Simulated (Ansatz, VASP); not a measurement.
**Two plane-wave programs on C**

File INCAR:

```
ALGO     = Normal         # electronic algorithm
EDIFF    = 1E-8           # SCF threshold, eV
ENCUT    = 520            # plane-wave cutoff, eV
GGA      = PE             # functional
ISIF     = 2              # what is computed and relaxed
ISMEAR   = -1             # smearing method
LASPH    = T              # aspherical terms in the spheres
LCHARG   = F              # write CHGCAR
LEFG     = T            
LREAL    = F              # projectors in reciprocal space
LWAVE    = F              # write WAVECAR
NBANDS   = 11             # bands
NELM     = 100            # most SCF steps
PREC     = Accurate       # precision mode
SIGMA    = 0.05           # smearing width, eV
```

Contents of KPOINTS:

```
k-points
0
Gamma
  16 16 9
```

POSCAR

```
C
1.0
    2.1003865828      0.0000000000      0.0000000000
   -1.0501932914      1.8189881384      0.0000000000
    0.0000000000      0.0000000000      3.4026262641
C
2
Direct
    0.2933333333      0.6466666667      0.2200000000
    0.7066666667      0.3533333333      0.7800000000
```

Input for Ansatz:

```yaml
crystal:
  lattice:
    - [2.1003865828, 0.0, 0.0]
    - [-1.0501932914, 1.8189881384, 0.0]
    - [0.0, 0.0, 3.4026262641]
  atoms:
    - { symbol: C, position: [0.2933333333, 0.6466666667, 0.22] }
    - { symbol: C, position: [0.7066666667, 0.3533333333, 0.78] }
kpoints:
  mp_grid: { grid: [16, 16, 9] }
scf:
  occupations: { method: fermi_dirac, width: 0.05 }
hamiltonian:
  xc: pbe
  pseudopotentials: { kind: paw }
output:
  forces: true
  stress: true
  eigenvalues: true
  efg: { contact_densities: true }
  populations: true
```

Change from the starting cell: shortest bond scaled by 0.88, PAW files.

Alike in both runs: task electric field gradients; functional PBE; k mesh 16 × 16 × 9; occupations fermi-dirac, width 0.05 eV; no spin polarisation.

|  | VASP | Ansatz |
| --- | --- | --- |
| version | VASP 6.6.1 | Ansatz 0.2.0 |
| potentials or method | VASP PAW PBE potentials, release 64 (C) | PAW with Ansatz's default frozen-core files, scalar-relativistic |
| plane-wave cutoff (eV) | 520 | 420 |
| valence electrons in the cell | 8 | 8 |

```tsv
	VASP	Ansatz	Ansatz less VASP
pressure (GPa)	13.7	13.5	-0.21
largest component of the traceless stress (GPa)	9.92	9.88	-0.033
rms of the force components (eV/Å)	0.956	0.962	+0.0060
Vzz of the field gradient on the site that differs most (V/Å²)	-10.7	-9.9	+0.79
```

Atom by atom the forces differ by 0.009 eV/Å (rms over components).

Caveats: forces of over 1 eV/Å show positions far from the minimum, so gaps and moduli don't describe the material at rest.
